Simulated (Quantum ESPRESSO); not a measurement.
The system is As.

```
As
1.0
     1.88080    1.08588    3.51406
    -1.88080    1.08588    3.51406
     0.00000   -2.17176    3.51406
As
2
Direct
  0.22600 0.22600 0.22600
  0.77400 0.77400 0.77400
```

Program: Quantum ESPRESSO 7.5. Alike in all runs: task band structure; potentials or basis SG15 PBE 1.2; no spin polarisation; cell as given; cutoff (eV) 952; smearing fermi-dirac 0.05 eV.

Task: Order these runs on this cell by their pressure, lowest first.
A. level RPBE; k mesh 9 × 9 × 9; SCF threshold 4e-10 Ry
B. level vdW-DF-cx; k mesh 9 × 9 × 9; SCF threshold 4e-10 Ry
C. level TASK; k mesh 7 × 7 × 7; symmetry off; SCF threshold 1e-08 Ry

Result: B (3.1 GPa), A (4.8 GPa), C (6.8 GPa).

Caveats: the potentials were made for another functional, which shifts forces and pressure.
